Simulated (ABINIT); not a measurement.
# PbSe (Clausthalite) (Fm-3m) in ABINIT: settings compared

Aim: see how the results for PbSe (Clausthalite) move with the level of theory and the settings. Levels: LDA, r2SCAN, PBE. Tasks: single point.

Program: ABINIT 10.8.3 (patched build). These are calculated values, not measurements. Logs are shortened: lines on timing, memory, paths and dates and some standing lists are left out, and cuts for length are marked. The log counts tension as positive stress, the text compression.

**Experimental background.**

A printed reference work, monograph reports, for a bulk crystal of PbSe: band gap 0.15 eV (direct) at 4.2 K; band gap 0.28 eV (direct) at 300 K.

The results are compared with them further down.

### 1 The crystal as given

The structure is cubic, space group Fm-3m (No. 225). Conventional cell: a = 6.121 Å, b = 6.121 Å, c = 6.121 Å, α = 90.00°, β = 90.00°, γ = 90.00°. Pb (site symmetry m-3m) has 6 Se at 3.06 Å as nearest neighbours. Around Se (site symmetry m-3m) lie 6 Pb at 3.06 Å.

### 2 Single point, LDA

The input, run.abi:

```
pp_dirpath "./"
pseudos "Pb.LDA_PW-JTH.xml, Se.LDA_PW-JTH.xml"

acell 3*1.0 Angstrom
rprim
     0.0000000000     3.0606500000     3.0606500000
     3.0606500000     0.0000000000     3.0606500000
     3.0606500000     3.0606500000     0.0000000000
ntypat 2
znucl 82 34
natom 2
typat 1 2
xcart
     0.0000000000     0.0000000000     0.0000000000
     3.0606500000     3.0606500000     3.0606500000 Angstrom

ecut 462.593566 eV
pawecutdg 34.0

kptopt 1
ngkpt 5 5 5
nshiftk 1
shiftk 0.0 0.0 0.0

ixc 7

nband 14
occopt 3
tsmear 0.05 eV

nstep 100
tolvrs 1.0e-9

iomode 3
prtwf 0
prtden 0
prteig 0
prtebands 0
enunit 1
```

Potentials or basis: JTH PAW LDA v2.0.

The run is started by

```
> abinit run.abi > log 2>&1
```

run.abo:

```text
.Version 10.8.3 of ABINIT
 Symmetries : space group Fm -3 m (#225); Bravais cF (face-center cubic)
================================================================================
 Values of the parameters that define the memory need of the present run
     intxc =       0    ionmov =       0      iscf =      17    lmnmax =      18
     lnmax =       6     mgfft =      32  mpssoang =       3    mqgrid =    3001
     natom =       2  nloc_mem =       2    nspden =       1   nspinor =       1
    nsppol =       1      nsym =      48    n1xccc =       1    ntypat =       2
    occopt =       3   xclevel =       1
       mpw =        1307          nfft =       32768          nkpt =          10
 PAW method is used; the additional fine FFT grid is defined by:
   mgfftf=        45    nfftf =     91125
================================================================================
================================================================================

--------------------------------------------------------------------------------
------------- Echo of variables that govern the present computation ------------
--------------------------------------------------------------------------------
 -outvars: echo values of preprocessed input variables --------
            acell      1.8897261259E+00  1.8897261259E+00  1.8897261259E+00 Bohr
              amu      2.07200000E+02  7.89600000E+01
             ecut      1.70000000E+01 Hartree
           enunit           1
              ixc           7
         kptrlatt        5    0    0      0    5    0      0    0    5
          kptrlen      4.08975732E+01
            natom           2
            nband          14
            ngfft          32      32      32
          ngfftdg          45      45      45
             nkpt          10
            nstep         100
             nsym          48
           ntypat           2
           occopt           3
        pawecutdg      3.40000000E+01 Hartree
           prtden           0
        prtebands           0
           prteig           0
            prtwf           0
            rprim      0.0000000000E+00  3.0606500000E+00  3.0606500000E+00
                       3.0606500000E+00  0.0000000000E+00  3.0606500000E+00
                       3.0606500000E+00  3.0606500000E+00  0.0000000000E+00
          spgroup         225
           tolvrs      1.00000000E-09
           tsmear      1.83746611E-03 Hartree
            typat      1  2
           useylm           1
           xangst      0.0000000000E+00  0.0000000000E+00  0.0000000000E+00
                       3.0606500000E+00  3.0606500000E+00  3.0606500000E+00
            xcart      0.0000000000E+00  0.0000000000E+00  0.0000000000E+00
                       5.7837902673E+00  5.7837902673E+00  5.7837902673E+00
             xred      0.0000000000E+00  0.0000000000E+00  0.0000000000E+00
                       5.0000000000E-01  5.0000000000E-01  5.0000000000E-01
            znucl       82.00000   34.00000

[... 125 lines left out ...]
       0.000000000000      0.000000000000      0.000000000000
       0.500000000000      0.500000000000      0.500000000000
 rms dE/dt=  0.0000E+00; max dE/dt=  0.0000E+00; dE/dt below (all hartree)
    1       0.000000000000      0.000000000000      0.000000000000
    2       0.000000000000      0.000000000000      0.000000000000

 cartesian coordinates (angstrom) at end:
    1      0.00000000000000     0.00000000000000     0.00000000000000
    2      3.06065000000000     3.06065000000000     3.06065000000000

 cartesian forces (hartree/bohr) at end:
    1     -0.00000000000000    -0.00000000000000    -0.00000000000000
    2     -0.00000000000000    -0.00000000000000    -0.00000000000000
 frms,max,avg= 0.0000000E+00 0.0000000E+00   0.000E+00  0.000E+00  0.000E+00 h/b

 cartesian forces (eV/Angstrom) at end:
    1     -0.00000000000000    -0.00000000000000    -0.00000000000000
    2     -0.00000000000000    -0.00000000000000    -0.00000000000000
 frms,max,avg= 0.0000000E+00 0.0000000E+00   0.000E+00  0.000E+00  0.000E+00 e/A
 length scales=  1.889726125908  1.889726125908  1.889726125908 bohr
              =  1.000000000000  1.000000000000  1.000000000000 angstroms
 Fermi (or HOMO) energy (eV) =   3.87099   Average Vxc (eV)=  -9.56070
 Eigenvalues (   eV  ) for nkpt=  10  k points:
 kpt#   1, nband= 14, wtk=  0.00800, kpt=  0.0000  0.0000  0.0000 (reduced coord)
 -13.02625  -13.02625  -13.02625  -13.02446  -13.02446   -9.93908   -2.75673    1.83919
   1.83919    1.83919    8.30810    8.30810    8.30810   10.23478
 prteigrs : prtvol=0 or 1, do not print more k-points.

--- !EnergyTerms
iteration_state     : {dtset: 1, }
comment             : Components of total free energy in Hartree
kinetic             :  8.45352554015015E+00
hartree             :  2.08117058362578E+01
xc                  : -8.79624963665045E+00
Ewald energy        : -5.38904018056436E+01
psp_core            :  2.72716572586878E+00
local_psp           : -6.61024996377475E+01
PAW spherical_terms :  2.56887970932369E+01
internal            : -7.11079568845279E+01
'-kT*entropy'       : -1.25354668515607E-07
total_energy        : -7.11079570098825E+01
total_energy_eV     : -1.93494608335853E+03
...

--- !EnergyTermsDC
iteration_state     : {dtset: 1, }
comment             : '"Double-counting" decomposition of free energy'
band_energy         : -5.47302324689028E+00
Ewald energy        : -5.38904018056436E+01
psp_core            :  2.72716572586878E+00
xc_dc               : -2.32895159924164E+01
PAW spherical_terms :  8.81780832601520E+00
internal            : -7.11079669930664E+01
'-kT*entropy'       : -1.25354668515607E-07
total_energy_dc     : -7.11079671184211E+01
total_energy_dc_eV  : -1.93494635842587E+03
...

--- !EnergyTermsWithPAWCore
iteration_state     : {dtset: 1, }
comment             : 'Components of total free energy, including PAW core contributions'
Total energy        : -2.32978265601125E+04
Total energy DC     : -2.32978265702210E+04
Total energy (eV)   : -6.33966157219095E+05
Total energy DC (eV): -6.33966157494163E+05
...

 Cartesian components of stress tensor (hartree/bohr^3)
  sigma(1 1)=  1.15339372E-04  sigma(3 2)=  0.00000000E+00
  sigma(2 2)=  1.15339372E-04  sigma(3 1)=  0.00000000E+00
  sigma(3 3)=  1.15339372E-04  sigma(2 1)=  0.00000000E+00

-Cartesian components of stress tensor (GPa)         [Pressure= -3.3934E+00 GPa]
- sigma(1 1)=  3.39340147E+00  sigma(3 2)=  0.00000000E+00
- sigma(2 2)=  3.39340147E+00  sigma(3 1)=  0.00000000E+00
- sigma(3 3)=  3.39340147E+00  sigma(2 1)=  0.00000000E+00

== END DATASET(S) ==============================================================
================================================================================

 -outvars: echo values of variables after computation  --------
            acell      1.8897261259E+00  1.8897261259E+00  1.8897261259E+00 Bohr
           etotal     -7.1107967118E+01
            fcart     -0.0000000000E+00 -0.0000000000E+00 -0.0000000000E+00
                      -0.0000000000E+00 -0.0000000000E+00 -0.0000000000E+00
            rprim      0.0000000000E+00  3.0606500000E+00  3.0606500000E+00
                       3.0606500000E+00  0.0000000000E+00  3.0606500000E+00
                       3.0606500000E+00  3.0606500000E+00  0.0000000000E+00
           strten      1.1533937174E-04  1.1533937174E-04  1.1533937174E-04
                       0.0000000000E+00  0.0000000000E+00  0.0000000000E+00
           xangst      0.0000000000E+00  0.0000000000E+00  0.0000000000E+00
                       3.0606500000E+00  3.0606500000E+00  3.0606500000E+00
             xred      0.0000000000E+00  0.0000000000E+00  0.0000000000E+00
                       5.0000000000E-01  5.0000000000E-01  5.0000000000E-01
 Calculation completed.
```

Run time: 5.9 s. Hardware: 1 thread of Arm Neoverse V2, shared host; peak memory 0.11 GiB.

Results:

- Free energy: -1934.9464 eV
- Valence electrons inside the program's atomic spheres: Pb 11.31; Se 3.90

Levels at points of the mesh, in eV from the Fermi level:
```
           k point  band 7  band 8  band 9  band 10  band 11  band 12  band 13  band 14
(0.00, 0.00, 0.00)   -6.63   -2.03   -2.03    -2.03     4.44     4.44     4.44     6.36
```

Caveat: the cutoff is too short for stress, so the log's stress isn't used; this odd mesh misses L, where the gap lies, so gap, dielectric constants and Born charges aren't listed. Spin-orbit coupling is left out, which matters for the levels of Pb.

### 3 Single point, r2SCAN

The input, run.abi:

```
pp_dirpath "./"
pseudos "Pb.GGA_PBE-JTH.xml, Se.GGA_PBE-JTH.xml"

acell 4.3284127397 4.3284127397 4.3284127397 Angstrom
rprim
     0.0000000000     0.7071067812     0.7071067812
     0.7071067812     0.0000000000     0.7071067812
     0.7071067812     0.7071067812     0.0000000000
ntypat 2
znucl 82 34
natom 2
typat 1 2
xred
     0.0000000000     0.0000000000     0.0000000000
     0.5000000000     0.5000000000     0.5000000000

ecut 20.0
pawecutdg 40.0

kptopt 1
ngkpt 6 6 6
nshiftk 1
shiftk 0.0 0.0 0.0

ixc -497498
usekden 1
pawxcdev 0

nband 14
occopt 3
tsmear 0.00183747

nstep 100
tolvrs 1.0e-7

iomode 3
prtwf 0
prtden 0
prteig 0
prtebands 0
enunit 2
```

Potentials or basis: JTH PAW PBE v2.0.

The run is started by

```
> abinit run.abi > log 2>&1
```

run.abo:

```text
.Version 10.8.3 of ABINIT
 Symmetries : space group Fm -3 m (#225); Bravais cF (face-center cubic)
================================================================================
 Values of the parameters that define the memory need of the present run
     intxc =       0    ionmov =       0      iscf =      17    lmnmax =      18
     lnmax =       6     mgfft =      36  mpssoang =       3    mqgrid =    3001
     natom =       2  nloc_mem =       2    nspden =       1   nspinor =       1
    nsppol =       1      nsym =      48    n1xccc =       1    ntypat =       2
    occopt =       3   xclevel =       2
       mpw =        1668          nfft =       46656          nkpt =          16
 PAW method is used; the additional fine FFT grid is defined by:
   mgfftf=        48    nfftf =    110592
================================================================================
================================================================================

--------------------------------------------------------------------------------
------------- Echo of variables that govern the present computation ------------
--------------------------------------------------------------------------------
 -outvars: echo values of preprocessed input variables --------
            acell      8.1795146379E+00  8.1795146379E+00  8.1795146379E+00 Bohr
              amu      2.07200000E+02  7.89600000E+01
             ecut      2.00000000E+01 Hartree
           enunit           2
              ixc     -497498
         kptrlatt        6    0    0      0    6    0      0    0    6
          kptrlen      4.90770878E+01
            natom           2
[... 224 lines left out ...]
internal            : -8.11060745791979E+00
'-kT*entropy'       : -2.97042147718361E-06
total_energy_dc     : -8.11061042834127E+00
total_energy_dc_eV  : -2.20700953056276E+02
...

--- !EnergyTermsWithPAWCore
iteration_state     : {dtset: 1, }
comment             : 'Components of total free energy, including PAW core contributions'
Total energy        : -2.33130694513185E+04
Total energy DC     : -2.33130694405868E+04
Total energy (eV)   : -6.34380937419207E+05
Total energy DC (eV): -6.34380937127184E+05
...

 Cartesian components of stress tensor (hartree/bohr^3)
  sigma(1 1)= -4.83333624E-05  sigma(3 2)=  0.00000000E+00
  sigma(2 2)= -4.83333624E-05  sigma(3 1)=  0.00000000E+00
  sigma(3 3)= -4.83333624E-05  sigma(2 1)=  0.00000000E+00

-Cartesian components of stress tensor (GPa)         [Pressure=  1.4220E+00 GPa]
- sigma(1 1)= -1.42201662E+00  sigma(3 2)=  0.00000000E+00
- sigma(2 2)= -1.42201662E+00  sigma(3 1)=  0.00000000E+00
- sigma(3 3)= -1.42201662E+00  sigma(2 1)=  0.00000000E+00

== END DATASET(S) ==============================================================
================================================================================

 -outvars: echo values of variables after computation  --------
            acell      8.1795146379E+00  8.1795146379E+00  8.1795146379E+00 Bohr
           etotal     -8.1106104283E+00
            fcart     -0.0000000000E+00 -0.0000000000E+00 -0.0000000000E+00
                      -0.0000000000E+00 -0.0000000000E+00 -0.0000000000E+00
            rprim      0.0000000000E+00  7.0710678120E-01  7.0710678120E-01
                       7.0710678120E-01  0.0000000000E+00  7.0710678120E-01
                       7.0710678120E-01  7.0710678120E-01  0.0000000000E+00
           strten     -4.8333362370E-05 -4.8333362370E-05 -4.8333362370E-05
                       0.0000000000E+00  0.0000000000E+00  0.0000000000E+00
           xangst      0.0000000000E+00  0.0000000000E+00  0.0000000000E+00
                       3.0606500001E+00  3.0606500001E+00  3.0606500001E+00
             xred      0.0000000000E+00  0.0000000000E+00  0.0000000000E+00
                       5.0000000000E-01  5.0000000000E-01  5.0000000000E-01
 Calculation completed.
```

Wall time 51 s (1 thread of Arm Neoverse V2, shared host); peak memory 0.15 GiB.

What came out:

```yaml
Free_energy: -220.7010 eV
Band_gap_on_the_k_mesh: 0.57 eV, direct
Valence_electrons_inside_the_program's_atomic_spheres: Pb 11.30; Se 3.94
```

Caveat: the cutoff is too short for stress, so the log's stress isn't used; totals of a meta-GGA on PAW files have another zero than those of a GGA; the PAW data sets were made with another functional, which shifts forces and pressure a little; spin-orbit coupling is left out, which as a rule narrows the gap of such compounds by several tenths of an eV.

### 4 Single point, PBE

The input, run.abi:

```
# Pseudopotentials
pp_dirpath "./"
pseudos "Pb.GGA_PBE-JTH.xml, Se.GGA_PBE-JTH.xml"

# Structure
acell 3*1.0 Angstrom
rprim
     0.0000000000     3.0606500000     3.0606500000
     3.0606500000     0.0000000000     3.0606500000
     3.0606500000     3.0606500000     0.0000000000
ntypat 2
znucl 82 34
natom 2
typat 1 2
xred
     0.0000000000     0.0000000000     0.0000000000
     0.5000000000     0.5000000000     0.5000000000

# Plane-wave basis
ecut 462.593566 eV
pawecutdg 34.0

# k points
kptopt 1
ngkpt 10 10 10
nshiftk 1
shiftk 0.0 0.0 0.0

# Exchange and correlation
ixc 11

# Bands and occupations
nband 14
occopt 3
tsmear 0.05 eV

# SCF cycle
nstep 100
tolvrs 1.0e-9

# Output
iomode 3
prtwf 0
prtden 0
prteig 0
prtebands 0
enunit 2
```

The run is started by

```
> abinit run.abi > log 2>&1
```

It took 27 s on 1 thread of Arm Neoverse V2, shared host; peak memory 0.13 GiB.

It converged, with:

```yaml
Free_energy: -1927.1178 eV
Band_gap_on_the_k_mesh: 0.28 eV, direct
Valence_electrons_inside_the_program's_atomic_spheres: Pb 11.31; Se 3.91
```

Levels at points of the mesh, in eV from the valence-band top:
```tsv
k point	band 8	band 9	band 10	band 11	band 12	band 13
(0.00, 0.00, 0.00)	-1.88	-1.88	-1.88	4.72	4.72	4.72
(0.50, 0.00, 0.00)	-1.46	-1.46	0.00	0.28	1.68	1.68
(0.50, 0.50, 0.00)	-4.99	-3.24	-3.24	3.71	5.61	5.61
```

Caveat: the cutoff is too short for stress, so the log's stress isn't used; spin-orbit coupling is left out, which as a rule narrows the gap of such compounds by several tenths of an eV.

### 5 Single point, LDA

Edit run.abi of step 4 so:

```diff
@@ -2,3 +2,3 @@
 pp_dirpath "./"
-pseudos "Pb.GGA_PBE-JTH.xml, Se.GGA_PBE-JTH.xml"
+pseudos "Pb.LDA_PW-JTH.xml, Se.LDA_PW-JTH.xml"
 
@@ -19,3 +19,3 @@
 # Plane-wave basis
-ecut 462.593566 eV
+ecut 17.0
 pawecutdg 34.0
@@ -29,3 +29,3 @@
 # Exchange and correlation
-ixc 11
+ixc 7
 
@@ -34,3 +34,3 @@
 occopt 3
-tsmear 0.05 eV
+tsmear 0.00183747
```

Potentials or basis: JTH PAW LDA v2.0.

The run is started by

```
> abinit run.abi > log 2>&1
```

It took 25 s on 1 thread of Arm Neoverse V2, shared host; peak memory 0.11 GiB.

Results (log left out):

```
Free energy                                           : -1934.9327 eV
Band gap on the k mesh                                : 0.18 eV, direct
Valence electrons inside the program's atomic spheres : Pb 11.32; Se 3.90
```

Levels at points of the mesh, in eV from the valence-band top:
```tsv
k point	band 8	band 9	band 10	band 11	band 12	band 13
(0.00, 0.00, 0.00)	-1.84	-1.84	-1.84	4.63	4.63	4.63
(0.50, 0.00, 0.00)	-1.40	-1.40	0.00	0.18	1.62	1.62
(0.50, 0.50, 0.00)	-4.98	-3.21	-3.21	3.68	5.53	5.53
```

Caveat: the cutoff is too short for stress, so the log's stress isn't used; spin-orbit coupling is left out, which as a rule narrows the gap of such compounds by several tenths of an eV.

### 6 Summary

| level | potentials or basis | k mesh | cutoff (eV) | fine-grid cutoff | gap on the mesh (eV) |
| --- | --- | --- | --- | --- | --- |
| LDA | JTH PAW LDA v2.0 | 5 × 5 × 5 | 463 | 925.187 eV | - |
| r2SCAN | JTH PAW PBE v2.0 | 6 × 6 × 6 | 544 | 1088.46 eV | 0.57 |
| PBE | JTH PAW PBE v2.0 | 10 × 10 × 10 | 463 | 925.187 eV | 0.28 |
| LDA | JTH PAW LDA v2.0 | 10 × 10 × 10 | 463 | 925.187 eV | 0.18 |

Alike in all rows: task single point; no spin polarisation; cell as given; smearing fermi-dirac 0.05 eV.

Caveats: spin-orbit coupling is left out, which as a rule narrows the gap of such compounds by several tenths of an eV (some runs); totals of a meta-GGA on PAW files have another zero than those of a GGA (some runs); the PAW data sets were made with another functional, which shifts forces and pressure a little (some runs).

Absolute energies hang on the potentials; compare differences alone.

### 7 Against experiment

Step 3. A measured gap of PbSe is 0.15 eV (direct; 4.2 K; a printed reference work, monograph); the calculated 0.57 eV misses it by +0.42 eV. 2 values of this kind are on record (0.15 to 0.28 eV); this one was drawn at random. Spin-orbit coupling on Pb, Se is left out. The value is that of r2SCAN on a finite k mesh, which can miss the band edges, without temperature or zero-point motion.

Step 4. Measured gap of PbSe: 0.28 eV (direct; 300 K; a printed reference work, monograph). This calculation gives 0.28 eV (0.00 eV). 2 values of this kind are on record (0.15 to 0.28 eV); this one was drawn at random. Spin-orbit coupling on Pb, Se is left out. The value is that of PBE on a finite k mesh, which can miss the band edges, without temperature or zero-point motion. Semilocal functionals fall short of measured gaps as a rule.

Step 5. Measured gap of PbSe: 0.28 eV (direct; 300 K; a printed reference work, monograph). This calculation gives 0.18 eV (-0.10 eV). 2 values of this kind are on record (0.15 to 0.28 eV); this one was drawn at random. Spin-orbit coupling on Pb, Se is left out. The value is that of LDA on a finite k mesh, which can miss the band edges, without temperature or zero-point motion. Semilocal functionals fall short of measured gaps as a rule.
